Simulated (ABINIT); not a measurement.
Runs of ABINIT 10.8.3 (patched build) on Ir. The structure is cubic, space group Fm-3m (No. 225). Conventional cell: a = 3.831 Å, b = 3.831 Å, c = 3.831 Å, α = 90.00°, β = 90.00°, γ = 90.00°. Around Ir (site symmetry m-3m) lie 12 Ir at 2.71 Å. 

| level | dispersion computed by | V0 of scaled cells (Å³/atom) | B0 (GPa) |
| --- | --- | --- | --- |
| PBE+D3(BJ) | simple-dftd3 1.7.0 | 14.14 | 376 |
| PBE+D4 | dftd4 4.3.1 | 14.10 | (a) |
| PBE+D3 | simple-dftd3 1.7.0 | 14.09 | (b) |
| PBE | - | 14.47 | 342 |

Alike in all rows: task equation of state; potentials or basis JTH PAW PBE v2.0; no spin polarisation; cell as given; k mesh 12 × 12 × 12; cutoff (eV) 435; smearing fermi-dirac 0.05 eV.

Q: Estimate the missing entries.

A: (a) 381; (b) 380.

Caveats: pressures at fixed basis lie under the slope of the energies.
